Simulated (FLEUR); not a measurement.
## Zr: equation of state with PBEsol

Zr:

```
Zr
1.0
    -1.81000    1.81000    1.81000
     1.81000   -1.81000    1.81000
     1.81000    1.81000   -1.81000
Zr
1
Direct
  0.00000 0.00000 0.00000
```

This isn't the form of Zr at room conditions, which is hcp.

* Program: FLEUR MaX-R8.1 (later development tree)
* Task: equation of state
* Functional: PBEsol
* Potentials or basis: all-electron
* Basis: FLAPW
* Kmax: 4.1 1/bohr
* k mesh: 10 × 10 × 10
* Occupations: fermi-dirac, width 0.05 eV
* Spin: no spin polarisation
* Gmax: 12.7 1/bohr
* Muffin-tin radii: Zr 2.66 bohr
* lmax: Zr 10
* lnonsphr: Zr 10
* Local orbitals a species: Zr 5

```yaml
Equilibrium_volume: "21.69 Å³/atom (rough: see the caveat)"
Bulk_modulus: 90 GPa (rough)
```

Energy against volume, from the lowest point:
```tsv
volume (Å³/atom)	energy (meV/atom)
22.296	0.00
22.770	9.56
23.719	42.65
24.668	91.67
25.142	121.39
```

Caveat: the minimum lies outside the volumes run.
